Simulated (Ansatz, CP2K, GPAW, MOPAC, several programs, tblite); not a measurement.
# SrO: cheap methods against density-functional theory

How much accuracy does each second buy? SrO is computed with 11 methods, from the cheapest up to r2SCAN.

Computed with MOPAC, tblite, CP2K, GPAW, Ansatz (versions at each run) (no spin polarisation, static lattice; gaps from single points on the cell relaxed beforehand with r²SCAN, unless a step's input says otherwise).

4 further runs of the same task are left out: 2 that didn't finish, 2 set aside as unsound or not needed.

## (1) The structure to begin with

It takes space group F-43m (No. 216, cubic). Conventional cell: a = 5.585 Å, b = 5.585 Å, c = 5.585 Å, α = 90.00°, β = 90.00°, γ = 90.00°. Sr (site symmetry -43m) has 4 O at 2.42 Å as nearest neighbours. O (site symmetry -43m) has 4 Sr at 2.42 Å as nearest neighbours.

As a file:

```xyz
2
Lattice="0.0000 2.7923 2.7923 2.7923 0.0000 2.7923 2.7923 2.7923 0.0000" Properties=species:S:1:pos:R:3 pbc="T T T"
Sr    0.0000    0.0000    0.0000
O     1.3961    1.3961    1.3961
```

The structure type (zincblende) is imposed and need not be the compound's stable one.

**Question.** The methods are PM6, PM7, GFN1-xTB (tblite), GFN2-xTB (tblite), PBE/DZVP, PBE/single-zeta, PBE/SZV, coarse PBE, GLLB-SC, PBE, r2SCAN. What gap does r2SCAN give on this cell, and which other methods (full PBE left aside) come nearest to r2SCAN and farthest in gap?

```
                                      quantity                                       value
                                        r2SCAN       gap 2.89 eV, 21.77 Å³/atom, B₀ 66 GPa
gap: nearest and farthest of the other methods  PBE/single-zeta (-0.17 eV), PM7 (+5.97 eV)
```

What this shows: For the gap, of the 8 methods compared (full PBE left aside), PBE/single-zeta comes nearest to r2SCAN and PM7 is farthest. A minimal basis or a coarse cutoff and mesh shifts results by its own error, so closeness to r2SCAN can be chance. Cluster runs see only the k-points that fold onto the zone centre, so their gaps can miss the band edges. GLLB-SC is compared with its derivative discontinuity added. GFN1-xTB (tblite) ended in an unphysical state and is left out of the comparison. No volume is given for PM6, PM7, GFN2-xTB (tblite), PBE/single-zeta, PBE/SZV, coarse PBE, which can hide a larger miss. Overlaps count as a gap of zero in the misses; they are PBE/SZV -0.33 eV. CPU times run from 0.75 s (coarse PBE) to 35 s (PBE/single-zeta). On this cell PBE/DZVP, PBE/single-zeta cost more than r2SCAN itself (6.9 s), so they are no saving here. GFN2-xTB (tblite), PBE/SZV disagree with r2SCAN even on whether there is a gap. r2SCAN is a yardstick, not the truth: it usually gives gaps below the measured ones.
